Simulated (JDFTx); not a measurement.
# Mo in JDFTx: a series of runs, part 3 of 3

JDFTx 1.7.0 (patched build).

### 5 Fixed potential, revPBE

File charged.in:

```
lattice \
    5.3850397740    -2.6925198870     0.0000000000 \
    0.0000000000     4.6635812446     0.0000000000 \
    0.0000000000     0.0000000000    45.9333581238
coords-type Lattice
ion Mo     0.6666666667     0.3333333333     0.3085545345 0
ion Mo     0.3333333333     0.6666666667     0.4042772673 0
ion Mo     0.0000000000     0.0000000000     0.5000000000 1
ion Mo     0.6666666667     0.3333333333     0.5957227327 1
ion Mo     0.3333333333     0.6666666667     0.6914454655 1

ion-species pseudo/Mo.upf
elec-cutoff 40
elec-ex-corr gga-x-pbe-r gga-c-pbe
kpoint-folding 4 4 1
elec-smearing Fermi 0.0018374661
elec-n-bands 45
electronic-minimize nIterations 100 energyDiffThreshold 1e-06
coulomb-interaction Slab 001
coulomb-truncation-embed 0.000000 0.000000 0.500000
fluid LinearPCM
pcm-variant CANDLE
fluid-solvent CH3CN
fluid-cation Na+ 0.5
fluid-anion F- 0.5
target-mu -0.181524
initial-state neutral.$VAR
forces-output-coords Cartesian

dump-name charged.$VAR
dump End Ecomponents EigStats BandEigs Kpoints Forces ElecDensity Dtot KEdensity
```

Potentials or basis: PseudoDojo-SR-PBE-0.5-standard with smoothed tails.

Launch:

```bash
> jdftx -c 1 -i charged.in -o charged.out
```

Log:

```text
*************** JDFTx 1.7.0 (patched build) ***************

Input parsed successfully to the following command list (including defaults):
[... the input with its defaults ...]

---------- Setting up symmetries ----------

Found 24 point-group symmetries of the bravais lattice
Found 6 space-group symmetries with basis
Applied RMS atom displacement 2.78082e-10 bohrs to make symmetries exact.

---------- Initializing the Grid ----------
R =
[      5.38504     -2.69252            0  ]
[            0      4.66358            0  ]
[            0            0      45.9334  ]
unit cell volume = 1153.55
G =
[    1.16679   0.673644         -0  ]
[          0    1.34729          0  ]
[          0         -0   0.136789  ]
Minimum fftbox size, Smin = [  32  32  264  ]
Chosen fftbox size, S = [  32  32  270  ]

---------- Exchange Correlation functional ----------
Initialized LibXC exchange functional 'Revised PBE from Zhang & Yang'
Initialized LibXC correlation functional 'Perdew, Burke & Ernzerhof'

---------- Setting up pseudopotentials ----------
Width of ionic core gaussian charges (only for fluid interactions / plotting) set to 0.280993

Reading pseudopotential file 'pseudo/Mo.upf':
  'Mo' pseudopotential, 'PBE' functional
  Generated using ONCVPSP code by D. R. Hamann
  14 valence electrons, 4 orbitals, 6 projectors, 1001 radial grid points, with lMax = 2
    4S    l: 0   occupation:  2.0   eigenvalue: -2.364714
    4P    l: 1   occupation:  6.0   eigenvalue: -1.414320
    4D    l: 2   occupation:  5.0   eigenvalue: -0.137921
    5S    l: 0   occupation:  1.0   eigenvalue: -0.150182
  Core radius for overlap checks: 1.35 bohrs.

Initialized 1 species with 5 total atoms.

Folded 1 k-points by 4x4x1 to 16 k-points.

---------- Setting up k-points, bands, fillings ----------
Adding inversion symmetry to k-mesh for non-inversion-symmetric unit cell.
Reduced to 4 k-points under symmetry.
Computing the number of bands and number of electrons
Reading initial fillings from 'neutral.fillings'.
nElectrons:  70.000000   nBands: 45   nStates: 4

----- Setting up reduced wavefunction bases (one per k-point) -----
average nbasis = 13945.812 , ideal nbasis = 13938.648

---------- Setting up coulomb interaction ----------
Fluid mode embedding: using embedded box, but periodic Coulomb kernel.
(Fluid response is responsible for (approximate) separation between periodic images.)
Setting up double-sized grid for truncated Coulomb potentials:
R =
[      5.38504     -2.69252            0  ]
[            0      4.66358            0  ]
[            0            0      91.8667  ]
unit cell volume = 2307.1
G =
[    1.16679   0.673644         -0  ]
[          0    1.34729          0  ]
[          0         -0  0.0683946  ]
Chosen fftbox size, S = [  32  32  540  ]
Integer grid location selected as the embedding center:
   Grid: [  0  0  135  ]
   Lattice: [  0  0  0.5  ]
   Cartesian: [  0  0  22.9667  ]
Constructing Wigner-Seitz cell: 8 faces (6 quadrilaterals, 2 hexagons)
[... 127 lines left out ...]
ElecMinimize: Iter:   6  G: -329.415197116642616  |grad|_K:  3.516e-06  alpha:  3.886e-02  linmin: -7.733e-04
	Linear fluid (dielectric constant: 38.8, screening length: 5.71417 Bohr) occupying 0.639488 of unit cell:	Completed after 9 iterations at
ElecMinimize: 	Predicted alpha/alphaT>3.000000, increasing alphaT to 1.165854e-01.
[... 13 lines left out ...]
ElecMinimize: 	Predicted alpha/alphaT>3.000000, increasing alphaT to 3.785064e-01.
	Linear fluid (dielectric constant: 38.8, screening length: 5.71417 Bohr) occupying 0.640060 of unit cell:	Completed after 11 iterations at
	Linear fluid (dielectric constant: 38.8, screening length: 5.71417 Bohr) occupying 0.640104 of unit cell:	Completed after 11 iterations at
	FillingsUpdate:  mu: -0.181524000  nElectrons: 69.979891
	SubspaceRotationAdjust: set factor to 0.0145
ElecMinimize: Iter:   9  G: -329.415238509940309  |grad|_K:  4.422e-06  alpha:  4.541e-01  linmin: -1.852e-04
	Linear fluid (dielectric constant: 38.8, screening length: 5.71417 Bohr) occupying 0.640615 of unit cell:	Completed after 13 iterations at
	Linear fluid (dielectric constant: 38.8, screening length: 5.71417 Bohr) occupying 0.640303 of unit cell:	Completed after 13 iterations at
	FillingsUpdate:  mu: -0.181524000  nElectrons: 69.976463
	SubspaceRotationAdjust: set factor to 0.0139
ElecMinimize: Iter:  10  G: -329.415247267407722  |grad|_K:  2.600e-06  alpha:  1.765e-01  linmin: -9.086e-04
	Linear fluid (dielectric constant: 38.8, screening length: 5.71417 Bohr) occupying 0.640392 of unit cell:	Completed after 11 iterations at
	Linear fluid (dielectric constant: 38.8, screening length: 5.71417 Bohr) occupying 0.640473 of unit cell:	Completed after 12 iterations at
	FillingsUpdate:  mu: -0.181524000  nElectrons: 69.974464
	SubspaceRotationAdjust: set factor to 0.0113
	SubspaceRotationAdjust: resetting CG because factor has changed by 0.124161
	Linear fluid (dielectric constant: 38.8, screening length: 5.71417 Bohr) occupying 0.640473 of unit cell:	Completed after 0 iterations at
ElecMinimize: 	State modified externally: resetting search direction.
ElecMinimize: Iter:  11  G: -329.415253032034741  |grad|_K:  2.819e-06  alpha:  3.375e-01
	Linear fluid (dielectric constant: 38.8, screening length: 5.71417 Bohr) occupying 0.640506 of unit cell:	Completed after 11 iterations at
	Linear fluid (dielectric constant: 38.8, screening length: 5.71417 Bohr) occupying 0.640494 of unit cell:	Completed after 9 iterations at
	FillingsUpdate:  mu: -0.181524000  nElectrons: 69.976291
	SubspaceRotationAdjust: set factor to 0.0118
ElecMinimize: Iter:  12  G: -329.415257388309158  |grad|_K:  1.572e-06  alpha:  2.178e-01  linmin:  2.002e-05
	Linear fluid (dielectric constant: 38.8, screening length: 5.71417 Bohr) occupying 0.640513 of unit cell:	Completed after 10 iterations at
ElecMinimize: 	Predicted alpha/alphaT>3.000000, increasing alphaT to 6.535026e-01.
	Linear fluid (dielectric constant: 38.8, screening length: 5.71417 Bohr) occupying 0.640551 of unit cell:	Completed after 11 iterations at
	Linear fluid (dielectric constant: 38.8, screening length: 5.71417 Bohr) occupying 0.640552 of unit cell:	Completed after 7 iterations at
	FillingsUpdate:  mu: -0.181524000  nElectrons: 69.976117
	SubspaceRotationAdjust: set factor to 0.0106
ElecMinimize: Iter:  13  G: -329.415261530605619  |grad|_K:  1.167e-06  alpha:  6.654e-01  linmin: -1.007e-04
	Linear fluid (dielectric constant: 38.8, screening length: 5.71417 Bohr) occupying 0.640613 of unit cell:	Completed after 9 iterations at
	Linear fluid (dielectric constant: 38.8, screening length: 5.71417 Bohr) occupying 0.640612 of unit cell:	Completed after 4 iterations at
	FillingsUpdate:  mu: -0.181524000  nElectrons: 69.976857
	SubspaceRotationAdjust: set factor to 0.0123
[... 61 lines left out ...]
	Linear fluid (dielectric constant: 38.8, screening length: 5.71417 Bohr) occupying 0.641306 of unit cell:	Completed after 10 iterations at
	Linear fluid (dielectric constant: 38.8, screening length: 5.71417 Bohr) occupying 0.641306 of unit cell:	Completed after 4 iterations at
	FillingsUpdate:  mu: -0.181524000  nElectrons: 69.969009
	SubspaceRotationAdjust: set factor to 0.00783
ElecMinimize: Iter:  27  G: -329.415287925234338  |grad|_K:  8.098e-07  alpha:  5.088e-01  linmin:  3.527e-06
	Linear fluid (dielectric constant: 38.8, screening length: 5.71417 Bohr) occupying 0.641294 of unit cell:	Completed after 9 iterations at
	Linear fluid (dielectric constant: 38.8, screening length: 5.71417 Bohr) occupying 0.641296 of unit cell:	Completed after 6 iterations at
	FillingsUpdate:  mu: -0.181524000  nElectrons: 69.968876
	SubspaceRotationAdjust: set factor to 0.0081
ElecMinimize: Iter:  28  G: -329.415288636606817  |grad|_K:  5.915e-07  alpha:  4.309e-01  linmin:  2.764e-05
	Linear fluid (dielectric constant: 38.8, screening length: 5.71417 Bohr) occupying 0.641288 of unit cell:	Completed after 9 iterations at
	Linear fluid (dielectric constant: 38.8, screening length: 5.71417 Bohr) occupying 0.641285 of unit cell:	Completed after 7 iterations at
	FillingsUpdate:  mu: -0.181524000  nElectrons: 69.969163
	SubspaceRotationAdjust: set factor to 0.00791
ElecMinimize: Iter:  29  G: -329.415289155954099  |grad|_K:  5.065e-07  alpha:  5.897e-01  linmin:  3.431e-05
ElecMinimize: Converged (|Delta G|<1.000000e-06 for 2 iters).
Setting wave functions to eigenvectors of Hamiltonian

# Ionic positions in lattice coordinates:
ion Mo   0.666666666666667   0.333333333333333   0.308554534500000 0
ion Mo   0.333333333333333   0.666666666666667   0.404277267300000 0
ion Mo  -0.000000000000000   0.000000000000000   0.500000000000000 1
ion Mo   0.666666666666667   0.333333333333333   0.595722732700000 1
ion Mo   0.333333333333333   0.666666666666667   0.691445465500000 1

# Forces in Cartesian coordinates:
force Mo   0.000000000000000   0.000000000000000   0.001089243581699 0
force Mo   0.000000000000000   0.000000000000000  -0.000538741730761 0
force Mo   0.000000000000000  -0.000000000000000   0.000332745519817 1
force Mo   0.000000000000000  -0.000000000000000   0.000699200418108 1
force Mo   0.000000000000000  -0.000000000000000  -0.001736323534974 1

# Energy components:
   A_diel =        0.0046883895842505
   Eewald =     5204.4267973162768612
       EH =     5495.0412625530088917
     Eloc =   -11153.3584458805726172
      Enl =       42.9548974564975623
      Exc =      -51.3965660330851222
 Exc_core =        9.1766330690431790
       KE =      111.0372524811513273
  MuShift =        0.0004641712775604
-------------------------------------
     Etot =     -342.1130164768184727
       TS =        0.0033549570779374
-------------------------------------
        F =     -342.1163714338964041
      muN =      -12.7010822779422856
-------------------------------------
        G =     -329.4152891559540990

IonicMinimize: Iter:   0  G: -329.415289155954099  |grad|_K:  6.337e-04
IonicMinimize: None of the convergence criteria satisfied after 0 iterations.

#--- Lowdin population analysis ---
# oxidation-state Mo +0.033 +0.132 -0.004 +0.131 +0.028

Dumping 'charged.eigStats' ...
	eMin: -2.414292 at state 0 ( [ +0.000000 +0.000000 +0.000000 ] spin 0 )
	HOMO: -0.181985 at state 1 ( [ +0.000000 +0.250000 +0.000000 ] spin 0 )
	mu  : -0.181524
	LUMO: -0.180985 at state 0 ( [ +0.000000 +0.000000 +0.000000 ] spin 0 )
	eMax: -0.018806 at state 2 ( [ +0.000000 +0.500000 +0.000000 ] spin 0 )
	HOMO-LUMO gap: +0.001000
	Optical gap  : +0.008669 at state 2 ( [ +0.000000 +0.500000 +0.000000 ] spin 0 )
Done!
```

Wall time 3.4 min (1 thread of Arm Neoverse V1, shared host); peak memory 0.37 GiB.

These settings aren't checked as converged: the numbers below hold their error.

What came out:

* Free energy: -9309.4607 eV
* Largest force: 0.089 eV/Å
* Band gap on the k mesh: none (metal or under the smearing width)
* Grand free energy: -8963.847 eV
* Net charge: 0.031 e
* Surface charge: 3.51 uC/cm^2 a face
* Mean capacitance: 11.7 uF/cm^2

Caveat: the k mesh is coarse (spacing up to 0.64 Å⁻¹), so the values aren't converged; forces may be off by hundredths of an eV/Å; with smearing the direct minimiser can stop above the self-consistent energy; forces in the liquid are good to some per cent; the number of electrons follows the potential, ions of the liquid screen the charge, and the grand free energy G is what is minimised; the liquid is a continuum model, checked here against plausible ranges alone; the potentials were made for another functional, which shifts forces and pressure.
